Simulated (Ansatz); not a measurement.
# Rh: the cost of one run

Method: DFT PBE, scalar-relativistic, plane waves, PAW, in Ansatz 0.2.0.

31 further runs of the same task are left out: 31 set aside as unsound or not needed. Runs told in other sessions of the task aren't counted.

## Step 1: The starting structure

The structure is hexagonal, space group P6_3/mmc (No. 194). Conventional cell: a = 2.725 Å, b = 2.725 Å, c = 4.385 Å, α = 90.00°, β = 90.00°, γ = 120.00°. Rh (site symmetry -6m2) has 12 Rh at 2.70 to 2.72 Å in its first shell of neighbours.

Structure file:

```xyz
2
Lattice="2.7249 0.0000 0.0000 -1.3624 2.3598 0.0000 0.0000 0.0000 4.3851" Properties=species:S:1:pos:R:3 pbc="T T T"
Rh    1.3624    0.7866    3.2888
Rh    0.0000    1.5732    1.0963
```

It goes back to an entry of the Materials Project, which need not be the stable form.

This cell was relaxed beforehand with the same method: volume 14.10 Å³/atom, gap on the mesh none (metal).

## Step 2: Plan of the line

The energy is mapped over volume and a fixed ferromagnetic moment.

The axes are (1) volume per atom: 7 values from 11.56 to 16.64 Å³; (2) total spin moment of the cell, held fixed: 9 values from 0.00 to 2.00 μB.

Nothing else is relaxed (shape and fractional coordinates fixed). Points are written as (first, second).

## Step 3: The run at (11.56 Å³, 0.25 μB)

File input.yaml:

```yaml
crystal:
  lattice:
    - [2.5504655491, 0.0, 0.0]
    - [-1.2752327746, 2.208767957, 0.0]
    - [0.0, 0.0, 4.1044582456]
  atoms:
    - { symbol: Rh, position: [0.6666666667, 0.3333333333, 0.75], spin: 0.125 }
    - { symbol: Rh, position: [0.3333333333, 0.6666666667, 0.25], spin: 0.125 }
basis:
  ecutwfc: 420
kpoints:
  mp_grid: { grid: [21, 21, 12] }
hamiltonian:
  xc: pbe
  pseudopotentials: { kind: paw, azcp: { folder: soft_1 } }
scf:
  occupations: { method: gaussian, width: 0.15 }
  lower_state_search: "off"
output:
  forces: true
  stress: true
  eigenvalues: true
  populations: true
magnetization:
  spin_polarized: true
  initial_magnetization: 0.25
  spin_locking: { lock_magnetization: hard }
```

The run is started by

```sh
$ ansatz run input.yaml --threads 2 --pin off --max-ram 4096MiB --backend cpu --events-out ev --progress --plain --runs-dir out
```

**Question.** How long does this run take on 2 threads of Arm Neoverse N1, shared host, and how much memory does it need?

About 21 s, with a peak of 0.48 GiB.
